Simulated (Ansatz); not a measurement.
**Platinum, omega (AlB2-type) under PBE: ground state and equation of state**

The plan for platinum in the omega (AlB2-type) structure: relax it, solve it on a dense k-mesh, then scale the cell to 7 volumes from 88 to 112 % of the relaxed one and try a fit of the equation of state. The start is ferromagnetic. The k-meshes are 8×8×12 for the relaxation; 11×11×15 for the dense run; 11×11×15 for the volumes.

Computed with Ansatz 0.2.0 (DFT PBE, plane waves (420 eV) with PAW, scalar-relativistic, unless a step says otherwise).

## Step 1: The starting structure

Symmetry: P6/mmm, No. 191, hexagonal system. Conventional cell: a = 4.402 Å, b = 4.402 Å, c = 2.698 Å, α = 90.00°, β = 90.00°, γ = 120.00°. Pt (site symmetry 6/mmm) has 14 Pt at 2.70 to 2.88 Å as nearest neighbours. Pt (site symmetry -6m2) is surrounded by 11 Pt at 2.54 to 2.88 Å.

As a file:

```xyz
3
Lattice="4.4020 0.0000 0.0000 -2.2010 3.8123 0.0000 0.0000 0.0000 2.6984" Properties=species:S:1:pos:R:3 pbc="T T T"
Pt    0.0000    0.0000    0.0000
Pt    0.0000    2.5415    1.3492
Pt    2.2010    1.2708    1.3492
```

The atoms start with moments of +1 ×3 μB.

## Step 2: Relaxation of the cell

The input, input.yaml:

```yaml
crystal:
  lattice:
    - [4.4020276304, 0.0, 0.0]
    - [-2.2010138152, 3.8122677561, 0.0]
    - [0.0, 0.0, 2.6984429374]
  atoms:
    - { symbol: Pt, position: [0.0, 0.0, 0.0], spin: 1.0 }
    - { symbol: Pt, position: [0.3333333333, 0.6666666667, 0.5], spin: 1.0 }
    - { symbol: Pt, position: [0.6666666667, 0.3333333333, 0.5], spin: 1.0 }
hamiltonian:
  xc: pbe
  pseudopotentials:
    kind: paw
    azcp:
      Pt: "pseudopotentials/Pt.paw.azcp"
basis:
  ecutwfc: 420
  fft_grid_basis: typed
kpoints:
  mp_grid: { grid: [8, 8, 12], shift: [0, 0, 0] }
magnetization:
  spin_polarized: true
scf:
  occupations: { method: fermi_dirac, width: 0.05 }
relax:
  max_steps: 60
  f_tol: 0.01
  cell: {}
output:
  write_density: true
  write_potential: true
  elf: true
  volumetric_format: npy
```

After this run come: Single point on a dense mesh; At 88 % of the relaxed volume; At 92 % of the relaxed volume; At 96 % of the relaxed volume; At 100 % of the relaxed volume; At 104 % of the relaxed volume; At 108 % of the relaxed volume; At 112 % of the relaxed volume.

**Question.** What will these runs give? Wanted: space group; conventional cell; volume; shortest distance; gap on the mesh; magnetic state; relative to fcc; V₀, B₀, B₀′.

**Answer**, as computed:

| quantity | value |
| --- | --- |
| space group (spins left aside) | P6/mmm (No. 191) |
| conventional cell | a = 4.536 Å, c = 2.699 Å (c/a = 0.595) |
| volume | 16.027 Å³/atom |
| shortest distance | 2.619 Å |
| gap on the mesh | none (levels filled in part) |
| magnetic state | non-magnetic |
| relative to fcc | +148 meV/atom |
| V₀, B₀, B₀′ | 16.015 Å³/atom, 235 GPa, 5.4 |

The relaxation enlarged the cell by 6.2 % in volume. Against the reference form of platinum (fcc, computed apart with the same settings) it stands 148 meV/atom higher. The moments die out: the run ends non-magnetic. Levels at the Fermi energy are filled in part, as in a metal. B₀ comes out at 235 GPa; letting shape and positions relax at each volume could only lower it. Relaxation kept the symmetry; phonons were not checked.
